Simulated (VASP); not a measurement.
# ZnS (P6_3mc) in VASP: notebook, part 2 of 2

VASP 6.6.1.

## Step 4: Single point, revPBE+D3(BJ)

This run uses another cell than the first one, of 19.41 Å³/atom.

Contents of INCAR:

```
PREC = Accurate
ENCUT = 520
EDIFF = 1E-6
ISMEAR = -1
SIGMA = 0.05
LREAL = False
LASPH = True
NELM = 60
ALGO = Normal
ISIF = 2
LWAVE = False
LCHARG = True
GGA = RE
IVDW = 12
LELF = True
LVHAR = True
NBANDS = 46
```

Contents of KPOINTS:

```
regular mesh
0
Gamma
  8 8 3
```

Contents of POSCAR:

```
ZnS
1.0
    3.7970435223      0.0000000000      0.0000000000
   -1.8985217611      3.2883361495      0.0000000000
    0.0000000000      0.0000000000     12.4359706225
Zn S
4 4
Direct
    0.6666666667      0.3333333333      0.7500000000
    0.3333333333      0.6666666667      0.2500000000
    0.0000000000      0.0000000000      0.5000000000
    0.0000000000      0.0000000000      0.0000000000
    0.6666666667      0.3333333333      0.9375000000
    0.3333333333      0.6666666667      0.4375000000
    0.0000000000      0.0000000000      0.6875000000
    0.0000000000      0.0000000000      0.1875000000
```

Potentials or basis: VASP PAW PBE potentials, release 64 (Zn, S).

The run is started by

```console
$ cat potpaw_PBE.64/Zn/POTCAR potpaw_PBE.64/S/POTCAR > POTCAR
$ mpirun -np 1 vasp_std > vasp.out
```

OUTCAR:

```text
PREC = Accurate
   ENCUT = 520
   EDIFF = 1E-6
   ISMEAR = -1
   LREAL = False
   LASPH = True
   NELM = 60
   ISIF = 2
   GGA = RE
   IVDW = 12
 IVDW          = 12

 ion  position               nearest neighbor table
   1  0.667  0.333  0.750-   7 2.33   7 2.33   7 2.33   5 2.33
   2  0.333  0.667  0.250-   8 2.33   8 2.33   8 2.33   6 2.33
   3  0.000  0.000  0.500-   6 2.33   6 2.33   6 2.33   7 2.33
   4  0.000  0.000  0.000-   5 2.33   5 2.33   5 2.33   8 2.33
   5  0.667  0.333  0.938-   4 2.33   4 2.33   4 2.33   1 2.33
   6  0.333  0.667  0.438-   3 2.33   3 2.33   3 2.33   2 2.33
   7  0.000  0.000  0.688-   1 2.33   1 2.33   1 2.33   3 2.33
   8  0.000  0.000  0.188-   2 2.33   2 2.33   2 2.33   4 2.33

  LATTYP: Found a hexagonal cell.
 ALAT       =     3.7970435223
 C/A-ratio  =     3.2751719988

  Lattice vectors:

 A1 = (   3.7970435223,   0.0000000000,   0.0000000000)
 A2 = (  -1.8985217611,   3.2883361495,   0.0000000000)
 A3 = (   0.0000000000,   0.0000000000,  12.4359706225)

Analysis of symmetry for initial positions (statically):
=====================================================================
 Subroutine PRICEL returns:
 Original cell was already a primitive cell.

 Routine SETGRP: Setting up the symmetry group for a
 hexagonal supercell.

 Subroutine GETGRP returns: Found 12 space group operations
 (whereof  6 operations were pure point group operations)
 out of a pool of 24 trial point group operations.

The static configuration has the point symmetry C_3v.
 The point group associated with its full space group is C_6v.

Analysis of symmetry for dynamics (positions and initial velocities):
=====================================================================
 Subroutine PRICEL returns:
 Original cell was already a primitive cell.

 Routine SETGRP: Setting up the symmetry group for a
 hexagonal supercell.

 Subroutine GETGRP returns: Found 12 space group operations
 (whereof  6 operations were pure point group operations)
 out of a pool of 24 trial point group operations.

The dynamic configuration has the point symmetry C_3v.
 The point group associated with its full space group is C_6v.

 Subroutine INISYM returns: Found 12 space group operations
 (whereof  6 operations are pure point group operations),
 and found     1 'primitive' translations

----------------------------------------------------------------------------------------

                                     Primitive cell

  volume of cell :     155.2750

  direct lattice vectors                    reciprocal lattice vectors
     3.797043522  0.000000000  0.000000000     0.263362796  0.152052581  0.000000000
    -1.898521761  3.288336150  0.000000000     0.000000000  0.304105163  0.000000000
     0.000000000  0.000000000 12.435970622     0.000000000  0.000000000  0.080411898

  length of vectors
     3.797043522  3.797043522 12.435970622     0.304105163  0.304105163  0.080411898

  position of ions in fractional coordinates (direct lattice)
     0.666666667  0.333333333  0.750000000
     0.333333333  0.666666667  0.250000000
     0.000000000  0.000000000  0.500000000
     0.000000000  0.000000000  0.000000000
     0.666666667  0.333333333  0.937500000
     0.333333333  0.666666667  0.437500000
     0.000000000  0.000000000  0.687500000
     0.000000000  0.000000000  0.187500000

  ion indices of the primitive-cell ions
   primitive index   ion index
                 1           1
                 2           2
                 3           3
                 4           4
[... 53 lines left out ...]
   k-points           NKPTS =     20   k-points in BZ     NKDIM =     20   number of bands    NBANDS=     46
   number of dos      NEDOS =    301   number of ions     NIONS =      8
   total plane-waves  NPLWV =  75264
   dimension x,y,z NGX =    28 NGY =   28 NGZ =   96
   dimension x,y,z NGXF=    56 NGYF=   56 NGZF=  192
   ions per type =               4   4
   NGX,Y,Z   is equivalent  to a cutoff of  12.26, 12.26, 12.83 a.u.
   NGXF,Y,Z  is equivalent  to a cutoff of  24.52, 24.52, 25.67 a.u.
 SYSTEM =  unknown system
   PREC   = accura    normal or accurate (medium, high low for compatibility)
   ISTART =      0    job   : 0-new  1-cont  2-samecut
   ICHARG =      2    charge: 1-file 2-atom 10-const
   ISPIN  =      1    spin polarized calculation?
   LNONCOLLINEAR =      F non collinear calculations
   LSORBIT =      F    spin-orbit coupling
   LASPH  =      T    aspherical Exc in radial PAW
   ENCUT  =  520.0 eV  38.22 Ry    6.18 a.u.   7.06  7.06 23.12*2*pi/ulx,y,z
   NELM   =     60;   NELMIN=  2; NELMDL= -5     # of ELM steps
   EDIFF  = 0.1E-05   stopping-criterion for ELM
   LREAL  =      F    real-space projection
   EDIFFG = 0.1E-04   stopping-criterion for IOM
   NSW    =      0    number of steps for IOM
   IBRION =     -1    ionic relax: 0-MD 1-quasi-New 2-CG
   NFREE  =      0    steps in history (QN), initial steepest desc. (CG)
   ISIF   =      2    stress and relaxation
   ISYM   =      2    0-nonsym 1-usesym 2-fastsym
   POTIM  = 0.5000    time-step for ionic-motion
   TEBEG  =    0.0;   TEEND  =   0.0 temperature during run
   PSTRESS=    0.0 pullay stress
   NELECT =      72.0000    total number of electrons
   NUPDOWN=      -1.0000    fix difference up-down
   EMIN   =  10.00;   EMAX   =-10.00  energy-range for DOS
   EFERMI =   0.00;   METHOD = LEGACY
   ISMEAR =    -1;   SIGMA  =   0.05  broadening in eV -4-tet -1-fermi 0-gaus
   EFERMI_NEDOS =   21; number of points for ismear=-14 and -15
   IALGO  =     38    algorithm
   IMIX   =      4    mixing-type and parameters
     AMIX     =   0.40;   BMIX     =  1.00
     AMIX_MAG =   1.60;   BMIX_MAG =  1.00
  volume/ion in A,a.u.               =      19.41       130.98
  Fermi-wavevector in a.u.,A,eV,Ry     =   1.267122  2.394514 21.845497  1.605599
  Thomas-Fermi vector in A             =   2.400287
   LORBIT       =      0    0 simple, 1 ext, 2 COOP (PROOUT), +10 PAW based schemes
   GGA     = RE    functional components
   LHFCALC =     F    Hartree Fock is set to
   AEXX    =    0.0000 exact exchange contribution
   IVDW    =    12    specifies the selected vdW correction
   LEPSILON=     F    determine dielectric tensor
   LRPA    =     F    only Hartree local field effects (RPA)
 non-spin polarized calculation
  energy-cutoff  :      520.00
  volume of cell :      155.27
 maximum number of plane-waves:      4204
   NGX = 15   NGY = 15   NGZ = 47

 number of electron      71.9999974 magnetization

 Free energy of the ion-electron system (eV)
  ---------------------------------------------------
  ext. energy  EPLUGINS =         0.00000000
  ---------------------------------------------------
  free energy    TOTEN  =       -24.97167359 eV

  energy without entropy =      -24.97167359  energy(sigma->0) =      -24.97167359

 E-fermi :   3.3803     XC(G=0):  -9.5447

 val. band max:        2.3509677208   @ k =   0.0000   0.0000   0.0000
 cond. band min:       4.6960740305   @ k =   0.0000   0.0000   0.0000
 fundamental gap:      2.3451063097
 Fermi energy:         3.3803239391

 k-point     1 :       0.0000    0.0000    0.0000
  band No.  band energies     occupation
      1     -10.9054      2.00000
      2     -10.4794      2.00000
      3     -10.4673      2.00000
      4      -9.9563      2.00000
      5      -4.0210      2.00000
      6      -4.0173      2.00000
[... 969 lines left out ...]
     45       9.7751      0.00000
     46      10.0318      0.00000

------------------------ aborting loop because EDIFF is reached ----------------------------------------

 Edisp (eV)   -4.91566

 E8    (eV) :    -3.2871

  FORCE on cell =-STRESS in cart. coord.  units (eV):
  Direction    XX          YY          ZZ          XY          YZ          ZX
  --------------------------------------------------------------------------------------
  -------------------------------------------------------------------------------------
  Total      -0.73412    -0.73412    -0.83468    -0.00000     0.00000     0.00000
  in kB      -7.57488    -7.57488    -8.61251    -0.00000     0.00000     0.00000
  external pressure =       -7.92 kB  Pullay stress =        0.00 kB

 VOLUME and BASIS-vectors are now :
 -----------------------------------------------------------------------------
  energy-cutoff  :      520.00
  volume of cell :      155.27
      direct lattice vectors                 reciprocal lattice vectors
     3.797043522  0.000000000  0.000000000     0.263362796  0.152052581  0.000000000
    -1.898521761  3.288336150  0.000000000     0.000000000  0.304105163  0.000000000
     0.000000000  0.000000000 12.435970622     0.000000000  0.000000000  0.080411898

 POSITION                                       TOTAL-FORCE (eV/Angst)
 -----------------------------------------------------------------------------------
      1.89852      1.09611      9.32698         0.000000     -0.000000      0.011878
     -0.00000      2.19222      3.10899        -0.000000      0.000000      0.011878
      0.00000      0.00000      6.21799         0.000000     -0.000000      0.036570
      0.00000      0.00000      0.00000         0.000000     -0.000000      0.036570
      1.89852      1.09611     11.65872         0.000000     -0.000000      0.009163
     -0.00000      2.19222      5.44074         0.000000     -0.000000      0.009163
      0.00000      0.00000      8.54973         0.000000     -0.000000     -0.057611
      0.00000      0.00000      2.33174         0.000000     -0.000000     -0.057611
 -----------------------------------------------------------------------------------
    total drift:                               -0.000002     -0.000003      0.000199

  FREE ENERGIE OF THE ION-ELECTRON SYSTEM (eV)
  ---------------------------------------------------
  free  energy   TOTEN  =       -29.8873294404 eV

  energy  without entropy=      -29.8873294404  energy(sigma->0) =      -29.88732944
```

It took 68 s on 1 thread of AMD EPYC 9R45 (Zen 5), shared host; peak memory 0.29 GiB.

Results:

* Free energy: -29.8873 eV
* Pressure: -0.8 GPa
* Largest force: 0.058 eV/Å
* Band gap on the k mesh: 2.35 eV
* Dispersion energy per atom: -0.614 eV

Forces on the atoms (eV/Å):
```
Zn   0.000  0.000  0.012
Zn   0.000  0.000  0.012
Zn   0.000  0.000  0.037
Zn   0.000  0.000  0.037
S    0.000  0.000  0.009
S    0.000  0.000  0.009
S    0.000  0.000 -0.058
S    0.000  0.000 -0.058
```

Stress tensor (GPa, compression positive):
```
-0.76  0.00  0.00
 0.00 -0.76  0.00
 0.00  0.00 -0.86
```

Caveat: the PAW data sets were made with another functional, which shifts forces and pressure a little; an odd mesh through Γ misses points on the zone boundary, where band edges can lie.

## Step 5: Overview

| task | level | cell | cutoff (eV) | gap on the mesh (eV) | pressure (GPa) | largest force (eV/Å) |
| --- | --- | --- | --- | --- | --- | --- |
| single point | PBEsol | a = 3.785, b = 3.785, c = 12.392 Å, angles 90.0, 90.0, 120.0°, 8 atoms | 500 | 2.13 | 0.2 | - |
| relaxation of cell and atoms | PBEsol | relaxed from a = 3.823, b = 3.823, c = 12.520 Å, angles 90.0, 90.0, 120.0°, 8 atoms | 500 | 2.12 | 0.0 | 0.01 |
| single point | revPBE+D3(BJ) | a = 3.797, b = 3.797, c = 12.436 Å, angles 90.0, 90.0, 120.0°, 8 atoms | 520 | 2.35 | -0.8 | 0.06 |

Alike in all rows: potentials or basis VASP PAW PBE potentials, release 64 (Zn, S); no spin polarisation; k mesh 8 × 8 × 3; smearing fermi-dirac 0.05 eV.

Caveats: the PAW data sets were made with another functional, which shifts forces and pressure a little; an odd mesh through Γ misses points on the zone boundary, where band edges can lie (at least some runs).

Absolute energies hang on the potentials; compare differences alone.

## Step 6: How close it comes

Step 2. Measured gap of ZnS: 3.911 eV (direct; 4 K; a printed reference work, monograph). This calculation gives 2.13 eV (-1.78 eV). The value is that of PBEsol, without temperature or zero-point motion. Semilocal functionals fall short of measured gaps as a rule.

Step 4. Measured gap of ZnS: 3.911 eV (direct; 4 K; a printed reference work, monograph). This calculation gives 2.35 eV (-1.57 eV). The value is that of revPBE+D3(BJ) on a finite k mesh, which can miss the band edges, without temperature or zero-point motion. Semilocal functionals fall short of measured gaps as a rule.
